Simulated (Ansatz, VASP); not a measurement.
## Al: VASP beside Ansatz

```
CELL_PARAMETERS angstrom
2.81246 0.00000 0.00000
-1.40623 2.43566 0.00000
0.00000 0.00000 4.86685
ATOMIC_POSITIONS crystal
Al 0.33333 0.66667 0.25000
Al 0.66667 0.33333 0.75000
```

This isn't the form of Al at room conditions, which is fcc.

Alike in both runs: task single point; functional PBEsol; k mesh 11 × 11 × 6; occupations fermi-dirac, width 0.05 eV; no spin polarisation.

|  | VASP | Ansatz |
| --- | --- | --- |
| version | VASP 6.6.1 | Ansatz 0.2.0 |
| potentials or method | VASP PAW PBE potentials, release 64 (Al) | Ansatz PAW |
| plane-wave cutoff (eV) | 520 | 420 |
| valence electrons in the cell | 6 | 6 |

VASP gave:

| Quantity | Value |
| --- | --- |
| gap on the k mesh at the Fermi level (eV) | none |
| pressure (GPa) | -1.3 |
| largest component of the traceless stress (GPa) | 3.07 |

Question: What did Ansatz give for the same quantities?

Answer: gap on the k mesh at the Fermi level (eV): none; pressure (GPa): -1.3; largest component of the traceless stress (GPa): 3.05.

A gap of «none» marks a metal or a gap that the smearing closes. The functional is the same, so the differences come from potentials, cutoffs and numerics.

Caveats: the PAW data sets were made with another functional, which shifts forces and pressure a little (VASP); the PAW data sets come from PBE, with cores solved anew for the run's functional, which leaves a small shift of forces and pressure (Ansatz).
